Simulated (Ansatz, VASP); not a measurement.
Ru: VASP beside Ansatz

File INCAR:

```
SYSTEM = Ru
PREC = Accurate
ENCUT = 520
EDIFF = 1E-7
ISMEAR = -1
SIGMA = 0.1
LREAL = .False.
LASPH = .True.
NELM = 80
ALGO = Normal
ISIF = 2
LWAVE = .False.
LCHARG = .False.
GGA = RP
NBANDS = 13
```

File KPOINTS:

```
regular mesh
0
Gamma
  16 16 16
  0 0 0
```

The input POSCAR:

```
Ru
1.0
    0.0000000000      1.9154171000      1.9154171000
    1.9154171000      0.0000000000      1.9154171000
    1.9154171000      1.9154171000      0.0000000000
Ru
1
Direct
    0.0000000000      0.0000000000      0.0000000000
```

Input for Ansatz:

```yaml
crystal:
  lattice:
    - [0.0, 1.9154171, 1.9154171]
    - [1.9154171, 0.0, 1.9154171]
    - [1.9154171, 1.9154171, 0.0]
  atoms:
    - { symbol: Ru, position: [0.0, 0.0, 0.0] }
hamiltonian:
  xc: rpbe
  pseudopotentials:
    kind: paw
    azcp:
      Ru: "pseudopotentials/Ru.paw.azcp"
basis:
  ecutwfc: 420
  fft_grid_basis: typed
kpoints:
  mp_grid: { grid: [16, 16, 16], shift: [0, 0, 0] }
magnetization:
  spin_polarized: false
scf:
  occupations: { method: fermi_dirac, width: 0.1 }
  lower_state_search: "off"
output:
  stress: true
```

Alike in both runs: task single point; functional RPBE; k mesh 16 × 16 × 16; occupations fermi-dirac, width 0.1 eV; no spin polarisation.

|  | VASP | Ansatz |
| --- | --- | --- |
| version | VASP 6.6.1 | Ansatz 0.2.0 |
| potentials or method | VASP PAW PBE potentials, release 64 (Ru_pv) | plane waves (420 eV) with PAW, scalar-relativistic |
| plane-wave cutoff (eV) | 520 | 420 |
| valence electrons in the cell | 14 | 16 |

VASP gave:

| Quantity | Value |
| --- | --- |
| pressure (GPa) | -0.2 |

Which values does Ansatz return?

Pressure (GPa): -0.1.

The functional is the same, so the differences come from potentials, cutoffs and numerics. The two sets of potentials don't hold the same shells in valence.

Caveats: the PAW data sets were made with another functional, which shifts forces and pressure a little (VASP).
